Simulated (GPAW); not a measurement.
## Worked example: self-consistent single point of CaF₂ (Fm-3m, 3 atoms in the cell) in GPAW

Method of the run: PBE, GPAW PAW datasets PBE (gpaw-data 1.0.1) (plane waves; GPAW).

The input file:

```python
from ase import Atoms
from ase.units import GPa
from gpaw import GPAW

atoms = Atoms(['Ca', 'F', 'F'],
              cell=[[0.000000, 2.765217, 2.765217],
                    [2.765217, 0.000000, 2.765217],
                    [2.765217, 2.765217, 0.000000]],
              scaled_positions=[[0.000000, 0.000000, 0.000000],
                                [0.250000, 0.250000, 0.250000],
                                [0.750000, 0.750000, 0.750000]],
              pbc=True)

calc = GPAW(mode={'name': 'pw', 'ecut': 900},
            xc='PBE',
            kpts={'size': (8, 8, 8), 'gamma': True},
            occupations={'name': 'fermi-dirac', 'width': 0.01},
            nbands=-4,
            convergence={'forces': 0.001, 'bands': -2},
            symmetry={'symmorphic': False, 'tolerance': 0.0005},
            maxiter=120)

atoms.calc = calc

energy = atoms.get_potential_energy()
print('Energy (eV):', round(energy, 6))
forces = atoms.get_forces()
print('Forces (eV/Ang):')
print(forces.round(5))
stress = atoms.get_stress()
print('Stress (GPa, Voigt):', (stress / GPa).round(4))
```

The program printed (abridged):

```
Input parameters:
  convergence: {bands: -2,
                forces: 0.001}
  kpts: {gamma: True,
         size: (8, 8, 8)}
  maxiter: 120
  mode: {ecut: 900,
         name: pw}
  nbands: -4
  occupations: {name: fermi-dirac,
                width: 0.01}
  symmetry: {symmorphic: False,
             tolerance: 0.0005}
  xc: PBE

species:
  Ca:
    name: Calcium
    Z: 20.0
    valence: 10
    core: 10
    charge: 0.0
    file: Ca.PBE.gz

    # Using partial waves for Ca as LCAO basis

  F:
    name: Fluorine
    Z: 9.0
    valence: 7
    core: 2
    charge: 0.0
    file: F.PBE.gz

    # Using partial waves for F as LCAO basis

Reference energy: -23939.030803  # eV

Spin-paired calculation

Convergence criteria:
 Maximum [total energy] change in last 3 cyles: 0.0005 eV / valence electron
 Maximum integral of absolute [dens]ity change: 0.0001 electrons / valence electron
 Maximum integral of absolute [eigenst]ate change: 4e-08 eV^2 / valence electron
 Maximum change in the atomic [forces] across last 2 cycles: 0.001 eV/Ang OR
Maximum error relative to the maximum force is below inf
 Maximum number of scf [iter]ations: 120

Symmetries present (total): 48
Symmetries with fractional translations: 0
512 k-points: 8 x 8 x 8 Monkhorst-Pack grid + [1/16,1/16,1/16]
29 k-points in the irreducible part of the Brillouin zone
       k-points in crystal coordinates                weights
   0:     0.00000000    0.00000000    0.00000000          1/512
   1:     0.12500000    0.12500000    0.00000000          6/512
   2:     0.12500000    0.12500000    0.12500000          8/512
   [... 7 lines left out ...]
          ...
  28:     0.50000000    0.50000000    0.50000000          4/512

Wave functions: Plane wave expansion
  Cutoff energy: 900.000 eV
  Number of coefficients (min, max): 2576, 2637
  Pulay-stress correction: 0.000000 eV/Ang^3 (de/decut=0.000000)

Occupation numbers: Fermi-Dirac:
  width: 0.0100  # eV

Eigensolver

Densities:
  Coarse grid: 28*28*28 grid
  Fine grid: 56*56*56 grid
  Total Charge: 0.000000

Density mixing:
  Method: separate
  Backend: pulay
  Linear mixing parameter: 0.05
  old densities: 5
  Damping of long wavelength oscillations: 50

Hamiltonian:
  XC and Coulomb potentials evaluated on a 56*56*56 grid
  External potential:
    NoExternalPotential

XC parameters: PBE with 2 nearest neighbor stencil

Number of atoms: 3
Number of atomic orbitals: 13
Number of bands in calculation: 16
Number of valence electrons: 24
Bands to converge: 14

Density initialized from atomic densities
  13 bands from LCAO basis set
  3 bands from random numbers

Atomic positions and initial magnetic moments

Positions:
   0 Ca     0.000000    0.000000    0.000000    ( 0.0000,  0.0000,  0.0000)
   1 F      1.382608    1.382608    1.382608    ( 0.0000,  0.0000,  0.0000)
   2 F      4.147825    4.147825    4.147825    ( 0.0000,  0.0000,  0.0000)

Unit cell:
           periodic     x           y           z      points  spacing
  1. axis:    yes    0.000000    2.765217    2.765217    28     0.1140
  2. axis:    yes    2.765217    0.000000    2.765217    28     0.1140
  3. axis:    yes    2.765217    2.765217    0.000000    28     0.1140

  Lengths:   3.910607   3.910607   3.910607
  Angles:   60.000000  60.000000  60.000000

Effective grid spacing dv^(1/3) = 0.1244

     iter     time        total  log10-change:
                         energy   eigst   dens  force
iter:   1 --:--:--   -18.226712   +1.82
iter:   2 --:--:--   -18.012162   +0.59  -1.18
iter:   3 --:--:--   -17.397974   +0.24  -1.23
iter:   4 --:--:--   -17.393711   -0.13  -1.46
iter:   5 --:--:--   -18.265694   -0.09  -1.50
iter:   6 --:--:--   -17.438794   +0.08  -1.40
iter:   7 --:--:--   -17.441342   -0.51  -2.50
iter:   8 --:--:--   -17.441048c  -0.72  -2.71
iter:   9 --:--:--   -17.520470   -0.78  -2.68
iter:  10 --:--:--   -17.466848   -0.92  -1.90
iter:  11 --:--:--   -17.477789   -1.35  -2.11
iter:  12 --:--:--   -17.441115   -0.99  -2.06
iter:  13 --:--:--   -17.441204   -1.31  -3.16
iter:  14 --:--:--   -17.441256c  -1.13  -3.24
iter:  15 --:--:--   -17.441209c  -1.20  -3.31
iter:  16 --:--:--   -17.441279c  -1.21  -3.49
iter:  17 --:--:--   -17.441341c  -1.14  -3.38
iter:  18 --:--:--   -17.441145c  -1.24  -3.17
iter:  19 --:--:--   -17.441151c  -1.37  -3.84
   [... 3 lines left out ...]
iter:  23 --:--:--   -17.441140c  -1.46  -3.38
iter:  24 --:--:--   -17.441138c  -1.54  -3.78
iter:  25 --:--:--   -17.441146c  -1.57  -3.95
iter:  26 --:--:--   -17.441150c  -1.87  -3.92
iter:  27 --:--:--   -17.441136c  -1.74  -3.82
iter:  28 --:--:--   -17.441137c  -1.87  -4.42c
iter:  29 --:--:--   -17.441136c  -2.12  -4.10c
iter:  30 --:--:--   -17.441135c  -2.21  -4.42c
iter:  31 --:--:--   -17.441135c  -2.23  -4.52c
iter:  32 --:--:--   -17.441136c  -2.21  -4.56c
iter:  33 --:--:--   -17.441139c  -2.26  -4.53c
   [... 61 lines left out ...]
iter:  95 --:--:--   -17.441135c  -7.09  -12.92c
iter:  96 --:--:--   -17.441135c  -7.16  -13.33c
iter:  97 --:--:--   -17.441135c  -7.30  -13.37c
iter:  98 --:--:--   -17.441135c  -7.22  -13.16c
iter:  99 --:--:--   -17.441135c  -7.34  -13.29c
iter: 100 --:--:--   -17.441135c  -7.46c -13.75c
iter: 101 --:--:--   -17.441135c  -7.56c -13.59c -16.68c

Converged after 101 iterations.

Dipole moment: (0.000000, 0.000000, 0.000000) |e|*Ang

Energy contributions relative to reference atoms: (reference = -23939.030803)

Kinetic:        +17.906030
Potential:      -16.545904
External:        +0.000000
XC:             -18.293185
Entropy (-ST):   -0.000000
Local:           -0.508076
SIC:             +0.000000
--------------------------
Free energy:    -17.441135
Extrapolated:   -17.441135

Showing only first 2 kpts
 Kpt  Band  Eigenvalues  Occupancy
  0    10      0.44701    2.00000
  0    11      0.44701    2.00000
  0    12      7.76298    0.00000
  0    13      9.68303    0.00000

  1    10      0.45583    2.00000
  1    11      0.45584    2.00000
  1    12      8.28469    0.00000
  1    13      9.64148    0.00000

Fermi level: 2.73805

Gap: 7.065 eV
Transition (v -> c):
  (s=0, k=24, n=11, [0.50, 0.50, 0.00]) -> (s=0, k=0, n=12, [0.00, 0.00, 0.00])
Direct/indirect transitions are different
Direct gap: 7.316 eV
Transition at: (s=0, k=0, n=11, [0.00, 0.00, 0.00])
Energy (eV): -17.441135

Forces in eV/Ang:
  0 Ca    0.00000    0.00000    0.00000
  1 F     0.00000    0.00000    0.00000
  2 F    -0.00000    0.00000    0.00000

Stress tensor:
     0.011895     0.000000    -0.000000
     0.000000     0.011895    -0.000000
    -0.000000    -0.000000     0.011895
Stress (GPa, Voigt): [ 1.9057  1.9057  1.9057 -0.     -0.      0.    ]
```

The run converged in 101 iterations. GPAW prints stress with tension positive.

At such cutoffs GPAW's stress carries a finite-basis (Pulay) error, which enters relaxed cells too; its log prints stress with tension positive.

The starting cell has typed, rounded lattice constants, without a prior relaxation at this level. Its lattice was rescaled by a random factor within 2.5 % of one.

Cost on one core of a shared machine: roughly 2 min.
